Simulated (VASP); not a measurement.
# Pt (Fm-3m) in VASP: density of states with PBE

Aim: the density of states of Pt with PBE.

Program: VASP 6.6.1. These are calculated values, not measurements. Logs are shortened: lines on timing, memory, paths and dates and some standing lists are left out, and cuts for length are marked.

### 1 The structure

Symmetry: Fm-3m, No. 225, cubic system. Conventional cell: a = 3.968 Å, b = 3.968 Å, c = 3.968 Å, α = 90.00°, β = 90.00°, γ = 90.00°. Around Pt (site symmetry m-3m) lie 12 Pt at 2.81 Å.

### 2 Density of states, PBE

POSCAR

```
Pt                                      
1.0
    0.0000000000      1.9840374124      1.9840374124
    1.9840374124      0.0000000000      1.9840374124
    1.9840374124      1.9840374124      0.0000000000
  Pt            
     1
Direct
     0.0000000000000000    0.0000000000000000    0.0000000000000000
```

INCAR.step1

```
SYSTEM = Pt
PREC = Accurate ; ENCUT = 700
EDIFF = 1E-7 ; ISMEAR = 0
SIGMA = 0.1 ; LREAL = .FALSE.
LASPH = .TRUE. ; NELM = 60
ALGO = Fast ; ISIF = 2
LWAVE = .FALSE. ; LCHARG = .TRUE.
LMAXMIX = 4 ; GGA = PE
```

KPOINTS.step1

```
regular mesh
0
G
  18 18 18
  0 0 0
```

INCAR.step2

```
SYSTEM = Pt
PREC = Accurate ; ENCUT = 700
EDIFF = 1E-7 ; ISMEAR = -5
SIGMA = 0.1 ; LREAL = .FALSE.
LASPH = .TRUE. ; NELM = 60
ALGO = Fast ; ISIF = 2
LWAVE = .FALSE. ; LCHARG = .FALSE.
LMAXMIX = 4 ; GGA = PE
LORBIT = 11 ; NEDOS = 2001
ICHARG = 11
```

KPOINTS.step2

```
regular mesh
0
G
  27 27 27
  0 0 0
```

Potentials or basis: VASP PAW PBE potentials, release 64 (Pt).

Started as:

```
$ cat potpaw_PBE.64/Pt/POTCAR > POTCAR
$ cp INCAR.step1 INCAR
$ cp KPOINTS.step1 KPOINTS
$ mpirun -np 1 vasp_std > vasp.out
$ cp INCAR.step2 INCAR
$ cp KPOINTS.step2 KPOINTS
$ mpirun -np 1 vasp_std > vasp.out
```

OUTCAR:

```text
SYSTEM = Pt
   PREC = Accurate
   ENCUT = 700
   EDIFF = 1E-7
   ISMEAR = -5
   LREAL = .FALSE.
   LASPH = .TRUE.
   NELM = 60
   ISIF = 2
   GGA = PE
   LORBIT = 11
   ICHARG = 11

 ion  position               nearest neighbor table
   1  0.000  0.000  0.000-

  LATTYP: Found a face centered cubic cell.
 ALAT       =     3.9680748248

  Lattice vectors:

 A1 = (   0.0000000000,   1.9840374124,   1.9840374124)
 A2 = (   1.9840374124,   0.0000000000,   1.9840374124)
 A3 = (   1.9840374124,   1.9840374124,   0.0000000000)

Analysis of symmetry for initial positions (statically):
=====================================================================
 Subroutine PRICEL returns:
 Original cell was already a primitive cell.

 Routine SETGRP: Setting up the symmetry group for a
 face centered cubic supercell.

 Subroutine GETGRP returns: Found 48 space group operations
 (whereof 48 operations were pure point group operations)
 out of a pool of 48 trial point group operations.

The static configuration has the point symmetry O_h .

Analysis of symmetry for dynamics (positions and initial velocities):
=====================================================================
 Subroutine PRICEL returns:
 Original cell was already a primitive cell.

 Routine SETGRP: Setting up the symmetry group for a
 face centered cubic supercell.

 Subroutine GETGRP returns: Found 48 space group operations
 (whereof 48 operations were pure point group operations)
 out of a pool of 48 trial point group operations.

The dynamic configuration has the point symmetry O_h .

 Subroutine INISYM returns: Found 48 space group operations
 (whereof 48 operations are pure point group operations),
 and found     1 'primitive' translations

----------------------------------------------------------------------------------------

                                     Primitive cell

  volume of cell :      15.6199

  direct lattice vectors                    reciprocal lattice vectors
     0.000000000  1.984037412  1.984037412    -0.252011377  0.252011377  0.252011377
     1.984037412  0.000000000  1.984037412     0.252011377 -0.252011377  0.252011377
     1.984037412  1.984037412  0.000000000     0.252011377  0.252011377 -0.252011377

  length of vectors
     2.805852617  2.805852617  2.805852617     0.436496509  0.436496509  0.436496509

  position of ions in fractional coordinates (direct lattice)
     0.000000000  0.000000000  0.000000000

  ion indices of the primitive-cell ions
   primitive index   ion index
                 1           1

----------------------------------------------------------------------------------------

 KPOINTS: regular mesh

Automatic generation of k-mesh.
 Grid dimensions read from file:
 generate k-points for:   27   27   27

 Generating k-lattice:

  Cartesian coordinates                     Fractional coordinates (reciprocal lattice)
    -0.009333755  0.009333755  0.009333755     0.037037037  0.000000000  0.000000000
     0.009333755 -0.009333755  0.009333755     0.000000000  0.037037037  0.000000000
     0.009333755  0.009333755 -0.009333755     0.000000000  0.000000000  0.037037037

  Length of vectors
     0.016166537  0.016166537  0.016166537

  Shift w.r.t. Gamma in fractional coordinates (k-lattice)
     0.000000000  0.000000000  0.000000000

 TETIRR: Found   2653 inequivalent tetrahedra from   118098

 Subroutine IBZKPT returns following result:
 ===========================================

 Found    560 irreducible k-points:

 Following reciprocal coordinates:
            Coordinates               Weight
  0.000000  0.000000  0.000000      1.000000
  0.037037  0.000000  0.000000      8.000000
  0.074074  0.000000  0.000000      8.000000
  0.111111  0.000000  0.000000      8.000000
  0.148148  0.000000  0.000000      8.000000
  0.185185  0.000000  0.000000      8.000000
[... 16 lines left out ...]
  0.333333  0.037037  0.000000     24.000000
  0.370370  0.037037  0.000000     24.000000
 [... further k-points ...]
   k-points           NKPTS =    560   k-points in BZ     NKDIM =    560   number of bands    NBANDS=      9
   number of dos      NEDOS =   2001   number of ions     NIONS =      1
   total plane-waves  NPLWV =  13824
   dimension x,y,z NGX =    24 NGY =   24 NGZ =   24
   dimension x,y,z NGXF=    48 NGYF=   48 NGZF=   48
   ions per type =               1
   NGX,Y,Z   is equivalent  to a cutoff of  14.22, 14.22, 14.22 a.u.
   NGXF,Y,Z  is equivalent  to a cutoff of  28.44, 28.44, 28.44 a.u.
 SYSTEM =  Pt
   PREC   = accura    normal or accurate (medium, high low for compatibility)
   ISTART =      0    job   : 0-new  1-cont  2-samecut
   ICHARG =     11    charge: 1-file 2-atom 10-const
   ISPIN  =      1    spin polarized calculation?
   LNONCOLLINEAR =      F non collinear calculations
   LSORBIT =      F    spin-orbit coupling
   LASPH  =      T    aspherical Exc in radial PAW
   ENCUT  =  700.0 eV  51.45 Ry    7.17 a.u.   6.05  6.05  6.05*2*pi/ulx,y,z
   NELM   =     60;   NELMIN=  2; NELMDL=  0     # of ELM steps
   EDIFF  = 0.1E-06   stopping-criterion for ELM
   LREAL  =      F    real-space projection
   EDIFFG = 0.1E-05   stopping-criterion for IOM
   NSW    =      0    number of steps for IOM
   IBRION =     -1    ionic relax: 0-MD 1-quasi-New 2-CG
   NFREE  =      0    steps in history (QN), initial steepest desc. (CG)
   ISIF   =      2    stress and relaxation
   ISYM   =      2    0-nonsym 1-usesym 2-fastsym
   POTIM  = 0.5000    time-step for ionic-motion
   TEBEG  =    0.0;   TEEND  =   0.0 temperature during run
   PSTRESS=    0.0 pullay stress
   NELECT =      10.0000    total number of electrons
   NUPDOWN=      -1.0000    fix difference up-down
   EMIN   =  10.00;   EMAX   =-10.00  energy-range for DOS
   EFERMI =   0.00;   METHOD = LEGACY
   ISMEAR =    -5;   SIGMA  =   0.10  broadening in eV -4-tet -1-fermi 0-gaus
   EFERMI_NEDOS =   21; number of points for ismear=-14 and -15
   IALGO  =     68    algorithm
   IMIX   =      4    mixing-type and parameters
     AMIX     =   0.40;   BMIX     =  1.00
     AMIX_MAG =   1.60;   BMIX_MAG =  1.00
  volume/ion in A,a.u.               =      15.62       105.41
  Fermi-wavevector in a.u.,A,eV,Ry     =   1.410961  2.666329 27.086623  1.990811
  Thomas-Fermi vector in A             =   2.532861
   LORBIT       =     11    0 simple, 1 ext, 2 COOP (PROOUT), +10 PAW based schemes
   GGA     = PE    functional components
   LHFCALC =     F    Hartree Fock is set to
   AEXX    =    0.0000 exact exchange contribution
   IVDW    =     0    specifies the selected vdW correction
   LEPSILON=     F    determine dielectric tensor
   LRPA    =     F    only Hartree local field effects (RPA)
 non-spin polarized calculation
 RMM-DIIS sequential band-by-band and
 Fermi weights with tetrahedron method with Bloechl corrections
  energy-cutoff  :      700.00
  volume of cell :       15.62
 maximum number of plane-waves:       680

 number of electron      10.0000002 magnetization

 Free energy of the ion-electron system (eV)
  ---------------------------------------------------
  ext. energy  EPLUGINS =         0.00000000
  ---------------------------------------------------
  free energy    TOTEN  =        -6.09804155 eV

  energy without entropy =       -6.09804155  energy(sigma->0) =       -6.09804155

 E-fermi :  10.5863     XC(G=0): -13.2806

 val. band max:       10.6126082811   @ k =   0.4444   0.1111   0.0000
 cond. band min:      10.5170269826   @ k =   0.4074   0.0741   0.0000
 fundamental gap:     -0.0955812984
 Fermi energy:        10.5863146292

 k-point     1 :       0.0000    0.0000    0.0000
  band No.  band energies     occupation
      1       0.7753      2.00000
      2       7.0228      2.00000
      3       7.0228      2.00000
      4       7.0228      2.00000
      5       9.0559      2.00000
      6       9.0559      2.00000
      7      25.3339      0.00000
      8      30.1019      0.00000
      9      30.1019      0.00000

 k-point     2 :       0.0370    0.0000    0.0000
  band No.  band energies     occupation
      1       0.8290      2.00000
      2       6.9991      2.00000
      3       7.0442      2.00000
      4       7.0442      2.00000
      5       9.0438      2.00000
      6       9.0438      2.00000
      7      25.4162      0.00000
      8      29.7839      0.00000
      9      30.1824      0.00000

 k-point     3 :       0.0741    0.0000    0.0000
  band No.  band energies     occupation
      1       0.9880      2.00000
      2       6.9322      2.00000
      3       7.1050      2.00000
      4       7.1050      2.00000
      5       9.0120      2.00000
      6       9.0120      2.00000
      7      25.6531      0.00000
      8      29.0111      0.00000
      9      30.4204      0.00000

 k-point     4 :       0.1111    0.0000    0.0000
  band No.  band energies     occupation
      1       1.2461      2.00000
      2       6.8355      2.00000
      3       7.1940      2.00000
      4       7.1940      2.00000
      5       8.9742      2.00000
      6       8.9742      2.00000
      7      26.0112      0.00000
      8      28.0349      0.00000
      9      30.8052      0.00000
[... 205 lines left out ...]
 k-point    22 :       0.2963    0.0370    0.0000
  band No.  band energies     occupation
      1       3.1575      2.00000
      2       6.8294      2.00000
      3       7.3111      2.00000
      4       7.3655      2.00000
      5       9.3188      2.00000
      6       9.6300      2.00000
      7      22.5287      0.00000
      8      26.6791      0.00000
      9      31.6680      0.00000

 k-point    23 :       0.3333    0.0370    0.0000
  band No.  band energies     occupation
      1       3.4283      2.00000
      2       7.1808      2.00000
      3       7.2682      2.00000
      4       7.2860      2.00000
      5       9.6377      2.00000
      6       9.8942      2.00000
      7      21.1515      0.00000
      8      26.2299      0.00000
      9      31.0983      0.00000

 k-point    24 :       0.3704    0.0370    0.0000
  band No.  band energies     occupation
      1       3.5829      2.00000
      2       7.1133      2.00000
      3       7.1988      2.00000
      4       7.8276      2.00000
      5       9.9844      2.00000
      6      10.1561      2.00000
      7      19.7620      0.00000
      8      25.7875      0.00000
      9      30.4356      0.00000

 [... further k-points ...]
[... 5 lines left out ...]
  --------------------------------------------------------------------------------------
  -------------------------------------------------------------------------------------
  Total        0.0149859      0.0149859      0.0149859     -0.0000000     -0.0000000      0.0000000
  in kB        1.5371451      1.5371451      1.5371451     -0.0000000     -0.0000000      0.0000000
  external PRESSURE =       1.5371451 kB  Pullay stress =       0.0000000 kB

 VOLUME and BASIS-vectors are now :
 -----------------------------------------------------------------------------
  energy-cutoff  :      700.00
  volume of cell :       15.62
      direct lattice vectors                 reciprocal lattice vectors
     0.000000000  1.984037412  1.984037412    -0.252011377  0.252011377  0.252011377
     1.984037412  0.000000000  1.984037412     0.252011377 -0.252011377  0.252011377
     1.984037412  1.984037412  0.000000000     0.252011377  0.252011377 -0.252011377

 POSITION                                       TOTAL-FORCE (eV/Angst)
 -----------------------------------------------------------------------------------
      0.00000      0.00000      0.00000         0.000000      0.000000      0.000000
 -----------------------------------------------------------------------------------
    total drift:                               -0.000000      0.000000     -0.000000

  FREE ENERGIE OF THE ION-ELECTRON SYSTEM (eV)
  ---------------------------------------------------
  free  energy   TOTEN  =        -6.0980415481 eV

  energy  without entropy=       -6.0980415481  energy(sigma->0) =       -6.09804155

 total charge

# of ion       s       p       d       tot
------------------------------------------
    1        0.620   0.569   8.021   9.209
```

It took 26 s on 1 thread of Intel Xeon 6975P-C (Granite Rapids), shared host; peak memory 0.25 GiB.

Results:

```yaml
Valence_electrons_inside_the_program's_atomic_spheres: Pt 9.21
```

States per cell in windows of 1 eV (zero at the Fermi level; states under -8 eV left out):
| from (eV) | total | Pt1_d | Pt1_p | Pt1_s |
| --- | --- | --- | --- | --- |
| -8.0 | 0.19 | 0.03 | 0.02 | 0.11 |
| -7.0 | 0.89 | 0.51 | 0.05 | 0.22 |
| -6.0 | 1.30 | 1.00 | 0.07 | 0.10 |
| -5.0 | 1.37 | 1.13 | 0.10 | 0.02 |
| -4.0 | 1.92 | 1.60 | 0.13 | 0.04 |
| -3.0 | 1.32 | 1.11 | 0.09 | 0.02 |
| -2.0 | 1.39 | 1.24 | 0.06 | 0.02 |
| -1.0 | 1.51 | 1.41 | 0.03 | 0.01 |
| 0.0 | 0.77 | 0.69 | 0.03 | 0.02 |
| 1.0 | 0.29 | 0.18 | 0.05 | 0.03 |
| 2.0 | 0.28 | 0.14 | 0.07 | 0.04 |
| 3.0 | 0.26 | 0.11 | 0.08 | 0.05 |
| 4.0 | 0.22 | 0.07 | 0.06 | 0.05 |
| 5.0 | 0.32 | 0.10 | 0.06 | 0.12 |
| 6.0 | 0.30 | 0.08 | 0.09 | 0.09 |
| 7.0 | 0.34 | 0.08 | 0.11 | 0.10 |

Caveat: tetrahedron occupations give inexact forces and stress in metals. The run has no spin-orbit coupling, so splittings on Pt are missing.
